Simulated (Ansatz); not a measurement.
Relaxed (101) slab cut from MoS$_{2}$ (space group R3m (No. 160)); the slab's formula is MoS2, its outer planes S (top) and S (bottom):

```
CELL_PARAMETERS angstrom
3.14312 0.00000 0.00000
-1.57156 6.34847 0.00000
0.00000 0.00000 28.02500
ATOMIC_POSITIONS crystal
S 0.95719 0.91422 0.24709
Mo 0.52910 0.05805 0.29766
S 0.67714 0.35413 0.34556
S 0.42858 0.85702 0.36380
Mo 0.06608 0.13200 0.38782
S 0.20809 0.41604 0.44345
S 0.96533 0.93051 0.46014
Mo 0.59716 0.19417 0.48389
S 0.73948 0.47878 0.53983
S 0.49641 0.99263 0.55591
Mo 0.12808 0.25598 0.57954
S 0.27292 0.54592 0.63768
S 0.02519 0.05024 0.65374
Mo 0.65804 0.31617 0.67454
S 0.68134 0.36438 0.74922
```

Method: DFT PBEsol, scalar-relativistic, plane waves, PAW (Ansatz 0.2.0). Settings: cutoff 420 eV, Γ-centred mesh 9×4×1 on the computed 15-atom cell, Gaussian smearing of 0.05 eV; no spin polarisation. The cell repeats along c with a dipole correction in the vacuum.

The potential is the smooth part; its values at the atoms depend on the PAW datasets.

Task: How does the plane-averaged electrostatic potential energy of an electron run along c, counted from the Fermi level?

Result: z (Å), V (eV) and a bar:
```
     2.04       5.38 ##############################
     2.34       5.38 ##############################
     2.63       5.38 ##############################
     2.92       5.38 ##############################
     3.21       5.38 ##############################
     3.50       5.38 ##############################
     3.80       5.38 ##############################
     4.09       5.38 ##############################
     4.38       5.37 ##############################
     4.67       5.36 ##############################
     4.96       5.33 ##############################
     5.25       5.25 ##############################
     5.55       5.07 #############################
     5.84       4.61 ############################
     6.13       3.42 ##########################
     6.42       1.12 ######################
     6.71      -0.49 ###################
     7.01      -1.16 ##################
     7.30      -1.40 #################
     7.59      -1.65 #################
     7.88      -3.39 ##############
     8.17      -5.37 ##########
     8.47      -5.63 #########
     8.76      -4.14 ############
     9.05      -2.91 ##############
     9.34      -3.43 #############
     9.63      -5.58 #########
     9.93      -7.81 #####
    10.22      -9.29 ###
    10.51      -9.89 #
    10.80      -8.98 ###
    11.09      -6.30 ########
    11.39      -3.18 ##############
    11.68      -1.11 ##################
    11.97      -2.03 ################
    12.26      -4.53 ###########
    12.55      -7.20 ######
    12.84      -9.11 ###
    13.14      -9.94 #
    13.43      -9.34 ###
    13.72      -6.86 #######
    14.01      -3.76 #############
    14.30      -1.22 ##################
    14.60      -1.53 #################
    14.89      -3.89 #############
    15.18      -6.71 #######
    15.47      -8.84 ###
    15.76      -9.96 #
    16.06      -9.61 ##
    16.35      -7.33 ######
    16.64      -4.20 ############
    16.93      -1.22 ##################
    17.22      -0.68 ###################
    17.52      -2.85 ###############
    17.81      -5.98 #########
    18.10      -8.83 ###
    18.39     -10.70
    18.68     -10.62
    18.98      -8.36 ####
    19.27      -4.63 ###########
    19.56      -0.62 ###################
    19.85       2.40 ########################
    20.14       3.17 ##########################
    20.43       1.77 #######################
    20.73       0.24 ####################
    21.02      -0.18 ####################
    21.31       0.35 ####################
    21.60       2.23 ########################
    21.89       4.17 ############################
    22.19       4.97 #############################
    22.48       5.28 ##############################
    22.77       5.40 ##############################
    23.06       5.45 ##############################
    23.35       5.47 ##############################
    23.65       5.48 ##############################
    23.94       5.48 ##############################
    24.23       5.48 ##############################
    24.52       5.48 ##############################
    24.81       5.48 ##############################
    25.11       5.48 ##############################
    25.40       5.48 ##############################
    25.69       5.48 ##############################
    25.98       5.48 ##############################
```

The vacuum level lies 5.48 eV (top face) and 5.38 eV (bottom face) above the Fermi level.

Cost: 1 run of about 7.9 core-minutes, on AMD EPYC 9R45 (Zen 5) (shared hosts).